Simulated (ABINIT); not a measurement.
# GaP (F-43m) in ABINIT: notebook

Aim: see how the results for GaP move with the level of theory and the settings. Levels: PBEsol, LDA-PZ, LDA-VWN. Tasks: band structure.

All numbers are computed with ABINIT 10.8.3 (patched build); they aren't measurements. Logs are shortened: lines on timing, memory, paths and dates and some standing lists are left out, and cuts for length are marked. The log counts tension as positive stress, the text compression.

**Measured values to compare with.**

From “Stacking defects in GaP nanowires: Electronic structure and optical properties”, 2018, arxiv:1810.01194, for a bulk crystal of GaP at 10 K: band gap 2.34 eV (indirect).

The results are compared with them further down.

## 1. Starting point

The structure is cubic, space group F-43m (No. 216). Conventional cell: a = 5.451 Å, b = 5.451 Å, c = 5.451 Å, α = 90.00°, β = 90.00°, γ = 90.00°. Ga (site symmetry -43m) is surrounded by 4 P at 2.36 Å. P (site symmetry -43m) is surrounded by 4 Ga at 2.36 Å.

## 2. Band structure, PBEsol

Contents of run.abi:

```
# Datasets: ground state, then fixed potential
ndtset 2

# Pseudopotentials
pp_dirpath "./"
pseudos "Ga.upf, P.upf"

# Structure
acell 3*1.0 Angstrom
rprim
     0.0000000000     2.7252500000     2.7252500000
     2.7252500000     0.0000000000     2.7252500000
     2.7252500000     2.7252500000     0.0000000000
ntypat 2
znucl 31 15
natom 2
typat 1 2
xred
     0.0000000000     0.0000000000     0.0000000000
     0.7500000000     0.7500000000     0.7500000000

# Plane-wave basis
ecut 40.0

# Exchange and correlation
ixc -116133

# Bands and occupations
occopt 3
tsmear 0.05 eV

# SCF cycle
nstep 100

# Output
iomode 3
prtwf 0
prteig 0
prtebands 0
enunit 2
prtden1 1

# Dataset 1
kptopt1 1
ngkpt1 8 8 8
nshiftk1 1
shiftk1 0.0 0.0 0.0
nband1 13
tolvrs1 1.0e-10

# Dataset 2: bands along G-X-W-K-G-L-U-W-L-K
iscf2 -2
getden2 1
nband2 17
nbdbuf2 2
tolwfr2 1.0e-12
kptopt2 -9
ndivsm2 6
prteig2 1
prtvol2 -3
kptbounds2
     0.0000000000     0.0000000000     0.0000000000
     0.5000000000     0.0000000000     0.5000000000
     0.5000000000     0.2500000000     0.7500000000
     0.3750000000     0.3750000000     0.7500000000
     0.0000000000     0.0000000000     0.0000000000
     0.5000000000     0.5000000000     0.5000000000
     0.6250000000     0.2500000000     0.6250000000
     0.5000000000     0.2500000000     0.7500000000
     0.5000000000     0.5000000000     0.5000000000
     0.3750000000     0.3750000000     0.7500000000
```

Potentials or basis: PseudoDojo NC SR PBEsol v0.4.1 standard.

Launch:

```
$ abinit run.abi > log 2>&1
```

run.abo:

```text
.Version 10.8.3 of ABINIT
 DATASET    1 : space group F-4 3 m (#216); Bravais cF (face-center cubic)
================================================================================
 Values of the parameters that define the memory need for DATASET  1.
     intxc =       0    ionmov =       0      iscf =       7    lmnmax =       6
     lnmax =       6     mgfft =      45  mpssoang =       3    mqgrid =    3001
     natom =       2  nloc_mem =       1    nspden =       1   nspinor =       1
    nsppol =       1      nsym =      24    n1xccc =    2501    ntypat =       2
    occopt =       3   xclevel =       2
       mpw =        3327          nfft =       91125          nkpt =          29
================================================================================
================================================================================

 DATASET    2 : space group F-4 3 m (#216); Bravais cF (face-center cubic)
================================================================================
 Values of the parameters that define the memory need for DATASET  2.
     intxc =       0    ionmov =       0      iscf =      -2    lmnmax =       6
     lnmax =       6     mgfft =      45  mpssoang =       3    mqgrid =    3001
     natom =       2  nloc_mem =       1    nspden =       1   nspinor =       1
    nsppol =       1      nsym =      24    n1xccc =    2501    ntypat =       2
    occopt =       3   xclevel =       2
       mpw =        3327          nfft =       91125          nkpt =         103
================================================================================
================================================================================

--------------------------------------------------------------------------------
------------- Echo of variables that govern the present computation ------------
--------------------------------------------------------------------------------
 -outvars: echo values of preprocessed input variables --------
            acell      1.8897261259E+00  1.8897261259E+00  1.8897261259E+00 Bohr
              amu      6.97230000E+01  3.09737620E+01
             ecut      4.00000000E+01 Hartree
           enunit           2
           getden1          0
           getden2          1
             iscf1          7
             iscf2         -2
              ixc     -116133
           jdtset        1    2
           kptopt1          1
           kptopt2         -9
         kptrlatt        8    0    0      0    8    0      0    0    8
          kptrlen1     5.82653287E+01
          kptrlen2     3.00000000E+01
[... 1011 lines left out ...]
  -0.37594   -0.37566   -0.37566   -0.37214   -0.37208   -0.29800    0.14092    0.15346
   0.15346    0.24177    0.29413    0.30934    0.30934    0.48640    0.49566    0.51828
   0.61651
 kpt#   4, nband= 17, wtk=  1.00000, kpt=  0.0882  0.0000  0.0882 (reduced coord)
  -0.37618   -0.37557   -0.37557   -0.37218   -0.37204   -0.29523    0.12442    0.14643
   0.14643    0.25619    0.28786    0.31936    0.31936    0.47635    0.50059    0.52077
   0.62201
 kpt#   5, nband= 17, wtk=  1.00000, kpt=  0.1176  0.0000  0.1176 (reduced coord)
[... 380 lines left out ...]
  -0.37911   -0.37439   -0.37401   -0.37248   -0.37179   -0.20268   -0.07702    0.02272
   0.08901    0.25015    0.36400    0.41195    0.42066    0.50751    0.53613    0.65793
   0.69329
 kpt# 101, nband= 17, wtk=  1.00000, kpt=  0.4000  0.4000  0.7000 (reduced coord)
  -0.37923   -0.37427   -0.37387   -0.37260   -0.37176   -0.19793   -0.07790    0.01499
   0.08404    0.24471    0.36163    0.42821    0.43049    0.49978    0.53241    0.68633
   0.70549
 kpt# 102, nband= 17, wtk=  1.00000, kpt=  0.3875  0.3875  0.7250 (reduced coord)
  -0.37935   -0.37416   -0.37375   -0.37272   -0.37171   -0.19392   -0.08006    0.01192
   0.07974    0.23991    0.34889    0.44574    0.44751    0.49459    0.53242    0.69799
   0.73001
 kpt# 103, nband= 17, wtk=  1.00000, kpt=  0.3750  0.3750  0.7500 (reduced coord)
  -0.37945   -0.37406   -0.37367   -0.37282   -0.37165   -0.19150   -0.08228    0.01315
   0.07625    0.23609    0.33331    0.45994    0.46057    0.49769    0.53825    0.69406
   0.73986
 Eigenvalues (   eV  ) for nkpt= 103  k points:
 kpt#   1, nband= 17, wtk=  1.00000, kpt=  0.0000  0.0000  0.0000 (reduced coord)
 -10.22444  -10.22444  -10.22444  -10.12547  -10.12547   -8.16951    4.35131    4.35131
   4.35131    6.08708    8.17682    8.17682    8.17682   12.92794   14.04896   14.04896
  16.64666
 kpt#   2, nband= 17, wtk=  1.00000, kpt=  0.0294  0.0000  0.0294 (reduced coord)
 -10.22583  -10.22391  -10.22391  -10.12569  -10.12529   -8.15433    4.19710    4.30516
   4.30516    6.23628    8.13044    8.23931    8.23931   13.00948   13.88438   14.06253
  16.68031
 kpt#   3, nband= 17, wtk=  1.00000, kpt=  0.0588  0.0000  0.0588 (reduced coord)
 -10.22988  -10.22234  -10.22234  -10.12636  -10.12474   -8.10892    3.83469    4.17578
   4.17578    6.57881    8.00360    8.41765    8.41765   13.23560   13.48768   14.10320
  16.77600
 kpt#   4, nband= 17, wtk=  1.00000, kpt=  0.0882  0.0000  0.0882 (reduced coord)
 -10.23626  -10.21977  -10.21977  -10.12751  -10.12384   -8.03372    3.38565    3.98455
   3.98455    6.97122    7.83307    8.69030    8.69030   12.96217   13.62180   14.17077
  16.92584
 kpt#   5, nband= 17, wtk=  1.00000, kpt=  0.1176  0.0000  0.1176 (reduced coord)
[... 381 lines left out ...]
   2.42209    6.80702    9.90486   11.20976   11.44688   13.81008   14.58872   17.90328
  18.86547
 kpt# 101, nband= 17, wtk=  1.00000, kpt=  0.4000  0.4000  0.7000 (reduced coord)
 -10.31939  -10.18448  -10.17345  -10.13908  -10.11602   -5.38588   -2.11987    0.40803
   2.28682    6.65899    9.84057   11.65219   11.71416   13.59970   14.48753   18.67603
  19.19731
 kpt# 102, nband= 17, wtk=  1.00000, kpt=  0.3875  0.3875  0.7250 (reduced coord)
 -10.32260  -10.18140  -10.17023  -10.14220  -10.11475   -5.27681   -2.17857    0.32431
   2.16973    6.52821    9.49376   12.12934   12.17742   13.45846   14.48781   18.99341
  19.86463
 kpt# 103, nband= 17, wtk=  1.00000, kpt=  0.3750  0.3750  0.7500 (reduced coord)
 -10.32537  -10.17870  -10.16798  -10.14489  -10.11324   -5.21099   -2.23893    0.35784
   2.07477    6.42443    9.06996   12.51556   12.53277   13.54281   14.64640   18.88629
  20.13251

== END DATASET(S) ==============================================================
================================================================================

 -outvars: echo values of variables after computation  --------
            acell      1.8897261259E+00  1.8897261259E+00  1.8897261259E+00 Bohr
           etotal1    -8.3302182559E+01
            fcart1     2.4508413589E-29  2.4508413589E-29 -7.3525240767E-29
                      -2.4508413589E-29 -2.4508413589E-29  7.3525240767E-29
            rprim      0.0000000000E+00  2.7252500000E+00  2.7252500000E+00
                       2.7252500000E+00  0.0000000000E+00  2.7252500000E+00
                       2.7252500000E+00  2.7252500000E+00  0.0000000000E+00
           strten1     1.7711890649E-05  1.7711890649E-05  1.7711890649E-05
                       0.0000000000E+00  0.0000000000E+00  0.0000000000E+00
           xangst      0.0000000000E+00  0.0000000000E+00  0.0000000000E+00
                       4.0878750000E+00  4.0878750000E+00  4.0878750000E+00
             xred      0.0000000000E+00  0.0000000000E+00  0.0000000000E+00
                       7.5000000000E-01  7.5000000000E-01  7.5000000000E-01
 Calculation completed.
```

It took 3.2 min on 1 thread of Arm Neoverse V1, shared host; peak memory 0.16 GiB.

Results:

- Free energy: -2266.7679 eV
- Pressure: -0.5 GPa
- Band gap on the k mesh: 1.52 eV, indirect (least direct gap 1.74 eV)
- Band gap along the path: 1.47 eV, indirect (least direct gap 1.74 eV)
- Valence electrons inside the program's atomic spheres: Ga 10.82; P 2.79

Levels at the corners of the path, in eV from the valence-band top:
| point | band 6 | band 7 | band 8 | band 9 | band 10 | band 11 | band 12 | band 13 |
| --- | --- | --- | --- | --- | --- | --- | --- | --- |
| Γ | -12.52 | 0.00 | 0.00 | 0.00 | 1.74 | 3.83 | 3.83 | 3.83 |
| X | -9.53 | -6.80 | -2.71 | -2.71 | 1.52 | 1.72 | 10.52 | 10.52 |
| W | -9.43 | -6.59 | -3.63 | -3.47 | 4.60 | 4.82 | 6.01 | 6.03 |
| K | -9.56 | -6.59 | -3.99 | -2.28 | 2.07 | 4.72 | 8.16 | 8.18 |
| Γ | -12.52 | 0.00 | 0.00 | 0.00 | 1.74 | 3.83 | 3.83 | 3.83 |
| L | -10.44 | -6.69 | -1.13 | -1.13 | 1.58 | 4.64 | 4.64 | 8.09 |
| U | -9.56 | -6.59 | -3.99 | -2.28 | 2.07 | 4.72 | 8.16 | 8.18 |
| W | -9.43 | -6.59 | -3.63 | -3.47 | 4.60 | 4.82 | 6.01 | 6.03 |
| L | -10.44 | -6.69 | -1.13 | -1.13 | 1.58 | 4.64 | 4.64 | 8.09 |
| K | -9.56 | -6.59 | -3.99 | -2.28 | 2.07 | 4.72 | 8.16 | 8.18 |

[end of part 1 of 2]
